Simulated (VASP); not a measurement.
# What goes wrong when BP is relaxed with a bad input, part 2 of 2

Aim: see how common mistakes in a VASP relaxation show up, on BP. The starting structure is a measured crystal structure from the Crystallography Open Database.

VASP 6.6.1.

Results so far: reference 11.55 Å³ an atom; the cell held fixed (ISIF = 2) 11.68 Å³ an atom; a k mesh far too coarse 12.70 Å³ an atom.

## 6. Relaxation with too few electronic steps

Level of this step: PBEsol; plane waves and PAW (P, B) (VASP).

A slip made on purpose: too few electronic steps. Against step 2 the input has NELM = 4 (also changed: NSW).

The input, INCAR:

```
SYSTEM = BP
PREC = Accurate
ENCUT = 450
EDIFF = 1E-06
NELM = 4
ISMEAR = 0
SIGMA = 0.03
LREAL = .FALSE.
ALGO = Normal
GGA = PS
NBANDS = 10
LORBIT = 11
LWAVE = .FALSE.
LCHARG = .FALSE.
KPAR = 2
IBRION = 2
NSW = 30
ISIF = 3
EDIFFG = -0.01
```

The input, POSCAR:

```
BP
1.0
    0.0000000000      2.2690000000      2.2690000000
    2.2690000000      0.0000000000      2.2690000000
    2.2690000000      2.2690000000      0.0000000000
P B
1 1
Direct
    0.7500000000      0.7500000000      0.7500000000
    0.0000000000      0.0000000000      0.0000000000
```

The input, KPOINTS:

```
Automatic mesh
0
Gamma
8 8 8
0 0 0
```

Potentials, in the order of the species: P and B (PBE family, release 64).

On the command line:

```bash
> mpirun -np 2 vasp_std
```

The log of the run:

```text
[... set-up lines as in an earlier step ...]
 entering main loop
       N       E                     dE             d eps       ncg     rms          rms(c)
[... 4 cycles as in an earlier step ...]
 -----------------------------------------------------------------------------
|                                                                             |
|           W    W    AA    RRRRR   N    N  II  N    N   GGGG   !!!           |
|           W    W   A  A   R    R  NN   N  II  NN   N  G    G  !!!           |
|           W    W  A    A  R    R  N N  N  II  N N  N  G       !!!           |
|           W WW W  AAAAAA  RRRRR   N  N N  II  N  N N  G  GGG   !            |
|           WW  WW  A    A  R   R   N   NN  II  N   NN  G    G                |
|           W    W  A    A  R    R  N    N  II  N    N   GGGG   !!!           |
|                                                                             |
|     The electronic self-consistency was not achieved in the given           |
|     number of steps (NELM). The forces and other quantities evaluated       |
[...]
|     The electronic self-consistency was not achieved in the given           |
   3 F= -.13653786E+02 E0= -.13653786E+02  d E =0.725011E+00
   4 F= -.13663193E+02 E0= -.13663193E+02  d E =0.715605E+00
   5 F= -.13667041E+02 E0= -.13667041E+02  d E =0.711756E+00
   6 F= -.13668492E+02 E0= -.13668492E+02  d E =0.710305E+00
   7 F= -.13669099E+02 E0= -.13669099E+02  d E =0.709698E+00
   8 F= -.13669372E+02 E0= -.13669372E+02  d E =0.709425E+00
   9 F= -.13669501E+02 E0= -.13669501E+02  d E =0.709296E+00
  10 F= -.13669563E+02 E0= -.13669563E+02  d E =0.709234E+00
  11 F= -.13669594E+02 E0= -.13669594E+02  d E =0.709203E+00
  12 F= -.13669609E+02 E0= -.13669609E+02  d E =0.709188E+00
  13 F= -.13669617E+02 E0= -.13669617E+02  d E =0.709180E+00
  14 F= -.13669621E+02 E0= -.13669621E+02  d E =0.709176E+00
  15 F= -.13669623E+02 E0= -.13669623E+02  d E =0.709174E+00
  16 F= -.13669624E+02 E0= -.13669624E+02  d E =0.709173E+00
  17 F= -.13669624E+02 E0= -.13669624E+02  d E =0.709173E+00
  18 F= -.13669624E+02 E0= -.13669624E+02  d E =0.709173E+00
  19 F= -.13669625E+02 E0= -.13669625E+02  d E =0.709173E+00
  20 F= -.13670841E+02 E0= -.13670841E+02  d E =-.121690E-02
  21 F= -.13671068E+02 E0= -.13671068E+02  d E =-.144331E-02
[...]
reached required accuracy - stopping structural energy minimisation
```

Wall time 13 s (2 MPI ranks of Intel Xeon 6975P-C (Granite Rapids), shared host); peak memory 0.24 GiB.

From OUTCAR (step 6):

```text
  Total        0.0096274      0.0096274      0.0096274      0.0000000     -0.0000000      0.0000000
  in kB        0.6676323      0.6676323      0.6676323      0.0000000     -0.0000000      0.0000000
  external PRESSURE =       0.6676323 kB  Pullay stress =       0.0000000 kB

 POSITION                                       TOTAL-FORCE (eV/Angst)
 -----------------------------------------------------------------------------------
      3.39085      3.39085      3.39085        -0.000000     -0.000000     -0.000000
      0.00000      0.00000      0.00000         0.000000      0.000000      0.000000
 -----------------------------------------------------------------------------------
    total drift:                               -0.000000     -0.000000     -0.000000

  FREE ENERGIE OF THE ION-ELECTRON SYSTEM (eV)
  ---------------------------------------------------
  free  energy   TOTEN  =       -13.6710678773 eV

  energy  without entropy=      -13.6710678773  energy(sigma->0) =      -13.67106788

[... 2 parts as in an earlier step ...]

[... 2 further parts left out ...]
[key lines of the parts left out:]
E-fermi :   7.7028
```

Logs of long relaxations may skip ionic steps without a mark.

The search for the minimum reports success, but an electronic loop had used up its NELM cycles before it reached EDIFF, so the run counts as unconverged.

## 7. All runs side by side

```
                                          run            ended  volume (Å³/atom)  change (%)  bulk modulus (GPa)  pressure left (GPa)  core minutes
                                    reference        converged            11.555           -               169.2                  0.0         0.147
a functional's name that the tag doesn't take  stopped by VASP                 -           -                   -                    -          0.06
               the cell held fixed (ISIF = 2)        converged            11.682         1.1                   -                 -1.8          0.08
                      a k mesh far too coarse        converged            12.701        9.92               141.8                -0.04        0.0667
                     too few electronic steps    not converged                 -           -                   -                    -          0.42
```

Core minutes are wall time times ranks, summed over the relaxations behind a row (those for a bulk modulus apart), on shared hosts.

## 8. Summary of results

```yaml
volume_of_the_reference: 11.55 Å³/atom
volume_against_the_reference_the_cell_held_fixed: +1.10 %
volume_against_the_reference_a_k_mesh_far_too_coarse: +9.92 %
run_with_a_functional_s_name_that_the_tag_doesn_t_take: stopped by VASP
run_with_too_few_electronic_steps: not converged
```

**Reading.** VASP stopped by itself in the run with a functional's name that the tag doesn't take. The run with too few electronic steps didn't converge. Finished, but with signs in the output that stand out against the reference: the cell held fixed (ISIF = 2), with the volume kept at the input's, +1.1 % from the reference (signs: a stress of up to 1.8 GPa); a k mesh far too coarse, with the volume changed by +9.9 % (signs: 13.7 GPa at the first ionic step (reference: -1.8 GPa)). Further runs on this material are not shown.

[Lines on the potential files, build, host, timing and source positions are cut from VASP's logs without a mark.]

[Logs are printed without paths, hosts, clocks, repeated set-up lines and the standing remarks that a program may print on its own settings, such as how far it seeks lower states.]

[Hosts, paths, dates, database ids (printed as entryN), source tags and the programs' standing remarks are cut or masked in the printed files.]
